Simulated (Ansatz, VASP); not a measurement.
## BN: VASP beside Ansatz

One calculation is typed for both programs; each brings its own data sets and cutoff. How far apart do they land? Other levels of theory on this material are compared in a session of their own.

Main program and level: Ansatz 0.2.0; plane waves, with VASP 6.6.1 beside it; single point at PBE.

The database entry behind the starting cell differs from later determinations by our own check (about 0.3 % short, minor phase), so it need not match the best structure at ambient conditions.

## Step 1: Set-up

The structure is hexagonal, space group P6_3/mmc (No. 194). The conventional cell has a = 2.498 Å, b = 2.498 Å, c = 6.636 Å, α = 90.00°, β = 90.00°, γ = 120.00°. Nearest to N lie 3 B at 1.44 Å. Nearest to B lie 3 N at 1.44 Å. Farther neighbours and most contacts between anions are not listed.

## Step 2: Ansatz: single point, PBE

Ansatz runs on its default PAW (the set named soft_2) files.

A single point gives forces, pressure and levels at one fixed geometry, so differences don't come from the geometry; what else differs is listed under the comparison.

File input.yaml:

```yaml
crystal:
  lattice:
    - [2.49824, 0.0, 0.0]
    - [-1.24912, 2.1635393048, 0.0]
    - [0.0, 0.0, 6.6357]
  atoms:
    - { symbol: "N", position: [0.6666666667, 0.3333333333, 0.25] }
    - { symbol: "N", position: [0.3333333333, 0.6666666667, 0.75] }
    - { symbol: B, position: [0.6666666667, 0.3333333333, 0.75] }
    - { symbol: B, position: [0.3333333333, 0.6666666667, 0.25] }
hamiltonian:
  xc: pbe
  pseudopotentials: { kind: paw }
kpoints:
  mp_grid: { grid: [14, 14, 5] }
scf:
  occupations: { method: gaussian, width: 0.05 }
  n_extra_bands: 5
output:
  forces: true
  stress: true
  eigenvalues: true
  write_density: true
  write_potential: true
  elf: true
  volumetric_format: npy
```

Command:

```
ansatz run input.yaml --threads 2 --pin off --max-ram 4608MiB --backend cpu --events-out ev --progress --plain --runs-dir out
```

Numbers of over 12 decimals in the logs are rounded to 6 here.

The log of the run:

```text
scf.n_extra_bands = 5 over 8 filled bands (N_el = 16.0): the run solves 13 bands
Engine: ansatz 0.2.0, aarch64-unknown-linux-gnu
Pseudopotentials: kind: paw
Pseudopotential: N, paw, valence charge 5, recommended cutoff 420 eV (normal), N.paw.azcp
Pseudopotential: B, paw, valence charge 3, recommended cutoff 420 eV (normal), B.paw.azcp
Functional definition: PBE
  parameter kappa = 0.804
  parameter beta = 0.066725
  exchange = pbe_x(kappa = kappa, mu = beta*pi^2/3)
  correlation = pbe_c(beta = beta)
Crystal: 4 atoms, lattice volume = 35.866 Å³
Basis set: ecut = 420 eV, 689 PW (Γ), exchange–correlation on 36×36×90 points (8 copies of the dense FFT grid, shifted against one another)
Bands: 13, of which v1, the nominal top of the filled ones, is band 8 counted from 1 (7 counted from 0)
Symmetry: 24 space group operations
Space group: P63/mmc (ITA 194), of the structure as read, at distance tolerance 3.3e-5 Å
k-points: 72 of 980
Non-local potential: N, projectors of the file, l = 0: 2, l = 1: 2, l = 2: 1
Non-local potential: B, projectors of the file, l = 0: 2, l = 1: 2, l = 2: 1
PAW form: soft (Blöchl's): semilocal exchange-correlation on the pseudo side does not see the compensation charge
PAW one-centre angular grid: N, 110 points (default); XC on 64 Gauss nodes
PAW one-centre angular grid: B, 110 points (default); XC on 64 Gauss nodes
Initial density: superposition of atomic densities (neutral atoms: chi_scale 0, normalization atom), corrected by the library's trained network
Initial wavefunctions: pseudopotential atomic-orbital guess
Functional: x = pbe(κ = 0.804, μ = 0.219515), c = pbe(β = 0.066725)
SCF iter   1: F=—  HF=-1084.800487 eV  |F-HF|=—  |Δ(HF+E_count)|=         —  Δρ=1.47e-3  dr2=2.07e-4  ethr=1.77e-3  ⟨swp⟩=6.6  Hψ=5528  notcnv=0
preconditioner: auto → none  [insulator: Δε(μ)=4.262 eV  Ē_g=16.642 eV  σ=0.050 eV  W_gap=1.00  n_scr=4 (ndim 8)  ℏωp=24.8 eV  f_vac=0.022  D(μ)=0.00/eV (n_scr^D=0)  ε∞_Penn≈3.2]
SCF iter   2: F=—  HF=-1084.801540 eV  |F-HF|=—  |Δ(HF+E_count)|=   1.05e-3  Δρ=7.40e-4  dr2=4.13e-5  ethr=1.29e-6  ⟨swp⟩=2.2  Hψ=2046  notcnv=0  defer=1
SCF iter   3: F=—  HF=-1084.801852 eV  |F-HF|=—  |Δ(HF+E_count)|=   3.11e-4  Δρ=3.24e-4  dr2=8.95e-6  ethr=2.58e-7  ⟨swp⟩=2.0  Hψ=1412  notcnv=0  defer=1
iter 4 did not close the SCF: its close was put off for the readings that it lacked (scf_convergence_deferred on its scf_iter line)
SCF iter   4: F=-1084.801918 eV  HF=-1084.801918 eV  |F-HF|=3.50e-7  |Δ(HF+E_count)|=   6.62e-5  Δρ=2.36e-5  dr2=6.98e-8  ethr=5.60e-8  ⟨swp⟩=2.0  Hψ=1434  notcnv=0  defer=1
iter 5 did not close the SCF: its close was put off for the readings that it lacked (scf_convergence_deferred on its scf_iter line)
SCF iter   5: F=-1084.801918 eV  HF=-1084.801918 eV  |F-HF|=6.96e-9  |Δ(HF+E_count)|=   3.81e-7  Δρ=4.50e-6  dr2=4.55e-9  ethr=4.36e-10  ⟨swp⟩=2.0  Hψ=1440  notcnv=0  defer=1
SCF iter   6: F=-1084.801918 eV  HF=-1084.801918 eV  |F-HF|=3.10e-10  |Δ(HF+E_count)|=   9.04e-9  Δρ=6.26e-7  dr2=6.60e-11  ethr=2.84e-11  ⟨swp⟩=8.1  Hψ=5694  notcnv=0
SCF 1 converged in 6 iterations: F = -1084.801918 eV  dr2 = 6.60e-11
  greatest PAW one-centre occupation: 0.798 electrons in one spin orbital (limit 2), on the N atom at site 1 (counted from 0), in its partial waves of l = 0
SCF converged after 6 iterations
Free energy (F): -1084.801918 eV
Harris-Foulkes:  -1084.801918 eV  (|F-HF|=3.10e-10)
Internal energy: -1084.801918 eV  (E = F + TS)
E sigma→0 (E₀):  -1084.801918 eV
Fermi energy:    6.954274 eV
--- Per-component energies (eV) ---
  E_band       = -37.450055
  E_kinetic    = 367.633297
  E_local      = -693.889907  (includes V_loc(G=0)·N_el)
  E_nonlocal   = 115.818459
  E_hartree    = 223.929383
  E_xc         = -184.631003
  E_vxc        = -229.079905  (∫ρ·V_xc dr)
  E_paw        = -413.731136  (= ΣΔE_a)
  E_vpaw       = -45.791054  (= ΣTr[D̂ρ^β])
  E_aug_tail   = 0.000198  (compensation charges beyond the density's cutoff)
  E_ewald      = -499.931209
  E_smearing   = -0.000000  (= −TS)
  E_closure    = -0.000000  (closes the sum)
  Σ components = -1084.801918   (vs F -1084.801918, Δ=0.00e0)
--- Forces (eV/Å), atoms counted from 1 ---
  atom   1  N     -0.00000000     0.00000000     0.00000000
  atom   2  N     -0.00000000    -0.00000000    -0.00000000
  atom   3  B      0.00000000     0.00000000     0.00000000
  atom   4  B      0.00000000    -0.00000000    -0.00000000
  max |Σ_I F_I| component: 1.20e-16 eV/Å
--- Stress (GPa, compression-positive) ---
        6.121099       0.000000       0.000000
        0.000000       6.121099       0.000000
        0.000000       0.000000       2.984321
  P = ⅓ Tr σ = 5.0755 GPa (50.755 kbar)
--- Band table (eV; the first three rows and the last of 72) ---
  k-point 0: bands = [... 4 lower, 3.4723, 3.4723, 3.5094, 3.5094, 10.0608, 15.1420, 16.4271, 16.4271, ... 1 higher]
  k-point 1: bands = [... 4 lower, 3.4759, 3.4759, 3.5053, 3.5053, 10.5205, 14.5372, 16.4388, 16.4388, ... 1 higher]
  k-point 2: bands = [... 4 lower, 3.4852, 3.4852, 3.4961, 3.4961, 11.7011, 13.1939, 16.4691, 16.4691, ... 1 higher]
  k-point 71: bands = [... 4 lower, -2.1425, -2.1303, 4.6560, 4.7675, 9.4715, 9.5648, 16.5348, 17.3780, ... 1 higher]
```

Wall time 2.3 s (2 threads of Arm Neoverse N1, shared host); peak memory 0.3 GiB; 4.1 s of CPU time.

The column dr2 measures how far the density is from self-consistency, as an energy; F and HF (Harris–Foulkes) agree once it is small.

The run ends at a pressure of 5.08 GPa.

## Step 3: VASP: single point, PBE

The same cell, functional, mesh and smearing now go to VASP, with its own data sets and cutoff.

Lines of VASP's logs that name or quote its potential files are left out, and so is its time.

File INCAR:

```
SYSTEM = BN
PREC = Accurate
ENCUT = 520
EDIFF = 1E-07
NELM = 100
ISMEAR = 0
SIGMA = 0.05
LREAL = .FALSE.
ALGO = Normal
GGA = PE
NBANDS = 24
LWAVE = .FALSE.
LCHARG = .FALSE.
KPAR = 4
LOPTICS = .TRUE.
NEDOS = 2000
CSHIFT = 0.2
```

File POSCAR:

```
BN
1.0
    2.4982400000      0.0000000000      0.0000000000
   -1.2491200000      2.1635393048      0.0000000000
    0.0000000000      0.0000000000      6.6357000000
N B
2 2
Direct
    0.6666666667      0.3333333333      0.2500000000
    0.3333333333      0.6666666667      0.7500000000
    0.6666666667      0.3333333333      0.7500000000
    0.3333333333      0.6666666667      0.2500000000
```

File KPOINTS:

```
Automatic mesh
0
Gamma
14 14 5
0 0 0
```

The projector-augmented-wave data sets are N and B (PBE family, release 64).

Command:

```
mpirun -np 4 vasp_std
```

The log of the run:

```text
[banner, memory and clock lines left out]
running    4 mpi-ranks, on    1 nodes
 distrk:  each k-point on    1 cores,    4 groups
 distr:  one band on    1 cores,    1 groups

 POSCAR found type information on POSCAR N B
 POSCAR found :  2 types and       4 ions
 LDA part: xc-table for (Slater+PW92), standard interpolation
 POSCAR, INCAR and KPOINTS ok, starting setup
 FFT: planning ... GRIDC
 FFT: planning ... GRID_SOFT
 FFT: planning ... GRID
 WAVECAR not read
 entering main loop
       N       E                     dE             d eps       ncg     rms          rms(c)
DAV:   1     0.434678767473E+02    0.43468E+02   -0.73033E+03  3464   0.615E+02
DAV:   2    -0.362591493287E+02   -0.79727E+02   -0.75097E+02  4376   0.177E+02
DAV:   3    -0.387430902001E+02   -0.24839E+01   -0.24668E+01  4376   0.271E+01
DAV:   4    -0.387529316327E+02   -0.98414E-02   -0.98411E-02  3840   0.191E+00
DAV:   5    -0.387529808330E+02   -0.49200E-04   -0.49200E-04  4360   0.115E-01    0.113E+01
DAV:   6    -0.355120643282E+02    0.32409E+01   -0.23585E+00  4232   0.117E+01    0.507E+00
DAV:   7    -0.352155544028E+02    0.29651E+00   -0.49312E-01  4464   0.412E+00    0.323E+00
DAV:   8    -0.351408642478E+02    0.74690E-01   -0.13147E-01  4464   0.209E+00    0.390E-01
DAV:   9    -0.351395304917E+02    0.13338E-02   -0.58673E-03  4024   0.558E-01    0.211E-01
DAV:  10    -0.351404897871E+02   -0.95930E-03   -0.11594E-03  4104   0.189E-01    0.377E-02
DAV:  11    -0.351405122318E+02   -0.22445E-04   -0.35843E-05  3952   0.448E-02    0.189E-02
DAV:  12    -0.351405408321E+02   -0.28600E-04   -0.33474E-05  3792   0.275E-02    0.429E-03
DAV:  13    -0.351405412450E+02   -0.41288E-06   -0.41763E-07  4312   0.356E-03    0.204E-03
DAV:  14    -0.351405413142E+02   -0.69238E-07   -0.72996E-08  3712   0.177E-03
   1 F= -.35140541E+02 E0= -.35140541E+02  d E =-.132929E-10
 optical routines
 imaginary and real dielectric function
 recalculating local potential from charge density
 direction            1
 direction            2
 direction            3
```

OUTCAR, selected parts (step 3):

```text
ion  position               nearest neighbor table
   1  0.667  0.333  0.250-   4 1.44   4 1.44   4 1.44
   2  0.333  0.667  0.750-   3 1.44   3 1.44   3 1.44
   3  0.667  0.333  0.750-   2 1.44   2 1.44   2 1.44
   4  0.333  0.667  0.250-   1 1.44   1 1.44   1 1.44

  LATTYP: Found a hexagonal cell.
 ALAT       =     2.4982400000
 C/A-ratio  =     2.6561499296

 Subroutine GETGRP returns: Found 24 space group operations
 (whereof 12 operations were pure point group operations)

The static configuration has the point symmetry D_3d.
 The point group associated with its full space group is D_6h.

 Found     72 irreducible k-points:

   k-points           NKPTS =     72   k-points in BZ     NKDIM =     72   number of bands    NBANDS=     24

   dimension x,y,z NGX =    20 NGY =   20 NGZ =   50
   dimension x,y,z NGXF=    40 NGYF=   40 NGZF=  100

   ENCUT  =  520.0 eV  38.22 Ry    6.18 a.u.   4.65  4.65 12.34*2*pi/ulx,y,z

   NELECT =      16.0000    total number of electrons

 k-points in reciprocal lattice and weights: Automatic mesh
   0.00000000  0.00000000  0.00000000       0.001
   0.07142857  0.00000000  0.00000000       0.006
   0.14285714  0.00000000  0.00000000       0.006
   0.21428571  0.00000000  0.00000000       0.006
   0.28571429  0.00000000  0.00000000       0.006
   0.35714286  0.00000000  0.00000000       0.006
   0.42857143  0.00000000  0.00000000       0.006
   0.50000000  0.00000000  0.00000000       0.003
   0.07142857  0.07142857  0.00000000       0.006
[...]
0.28571429  0.28571429  0.40000000       0.012
   0.35714286  0.28571429  0.40000000       0.012

 average (electrostatic) potential at core
       1 -64.8426       2 -64.8426       3 -28.9267       4 -28.9267

 E-fermi :   2.5391

 k-point     1 :       0.0000    0.0000    0.0000
  band No.  band energies     occupation
    ...
      4      -1.8187      2.00000
      5       0.9901      2.00000
      6       0.9901      2.00000
      7       1.0271      2.00000
      8       1.0271      2.00000
      9       7.5744      0.00000
     10      12.6567      0.00000
     11      13.9215      0.00000
     12      13.9215      0.00000
     13      14.0450      0.00000
    ...

 k-point     2 :       0.0714    0.0000    0.0000
  band No.  band energies     occupation
    ...
      4      -1.6946      2.00000
      5       0.5737      2.00000
      6       0.6068      2.00000
      7       0.7942      2.00000
      8       0.8344      2.00000
      9       7.7589      0.00000
     10      12.5915      0.00000
     11      13.8105      0.00000
     12      13.9766      0.00000
     13      14.3642      0.00000
    ...

 k-point     3 :       0.1429    0.0000    0.0000
  band No.  band energies     occupation
    ...
      4      -1.3279      2.00000
      5      -0.5256      2.00000
      6      -0.4900      2.00000
      7       0.2935      2.00000
      8       0.3404      2.00000
      9       8.2553      0.00000
     10      12.3288      0.00000
     11      13.4923      0.00000
     12      13.9052      0.00000
     13      13.9796      0.00000
    ...

  Total        1.4363136      1.4363136      0.6380650      0.0000000     -0.0000000      0.0000000
  in kB       64.1614509     64.1614509     28.5029494      0.0000000     -0.0000000      0.0000000
  external PRESSURE =      52.2752837 kB  Pullay stress =       0.0000000 kB

  energy-cutoff  :      520.00
  volume of cell :       35.87
      direct lattice vectors                 reciprocal lattice vectors
     2.498240000  0.000000000  0.000000000     0.400281798  0.231102804  0.000000000
    -1.249120000  2.163539305  0.000000000     0.000000000  0.462205608  0.000000000
     0.000000000  0.000000000  6.635700000     0.000000000  0.000000000  0.150700002

 POSITION                                       TOTAL-FORCE (eV/Angst)
 -----------------------------------------------------------------------------------
      1.24912      0.72118      1.65892        -0.000000      0.000000      0.000000
     -0.00000      1.44236      4.97677        -0.000000      0.000000      0.000000
      1.24912      0.72118      4.97677        -0.000000      0.000000      0.000000
     -0.00000      1.44236      1.65892         0.000000      0.000000      0.000000
 -----------------------------------------------------------------------------------
    total drift:                                0.000000     -0.000000      0.000000

  FREE ENERGIE OF THE ION-ELECTRON SYSTEM (eV)
  ---------------------------------------------------
  free  energy   TOTEN  =       -35.1405413142 eV

  energy  without entropy=      -35.1405413142  energy(sigma->0) =      -35.14054131

 plasma frequency squared (from intraband transitions) (eV^2)
  --------------------------------------------------------------------------------------
       0.000       0.000       0.000
       0.000       0.000       0.000
       0.000       0.000       0.000

[... 3 further parts left out ...]
```

## Step 4: Differences

Known differences besides the potentials themselves: the cutoff is 420 eV in Ansatz and 520 eV in VASP; VASP leaves aspherical gradient terms in its spheres out (LASPH is not set), Ansatz keeps them. Total energies have different zeros and are not compared.

Compared:

```
                                        quantity  Ansatz   VASP  difference
                                  pressure (GPa)    5.08   5.23       -0.15
pressure without Ansatz's Pulay correction (GPa)    4.48   5.23       -0.74
                          gap on the k mesh (eV)   4.267  4.253      +0.014
```

A gap on the mesh is an upper bound, since the band edges may lie between its points. Ansatz's pressure holds a Pulay correction of 0.59 GPa; VASP's holds none.

## Step 5: What came out

```json
{
  "difference in gap on the k mesh (single point, PBE)": "0.014 eV"
}
```

The difference in gap on the k mesh is 0.014 eV (single point, PBE), within the 0.08 eV picked in this series as the mark of a large difference. 5 further runs of this series are not shown here. How closely two codes agree says nothing of how well the functional describes the real material.

[Lines on the potential files, build, host, timing and source positions are cut from VASP's logs without a mark.]

[Logs are printed without paths, hosts, clocks, repeated set-up lines and the standing remarks that a program may print on its own settings, such as how far it seeks lower states.]

[Hosts, paths, dates, database ids (printed as entryN), source tags and the programs' standing remarks are cut or masked in the printed files.]
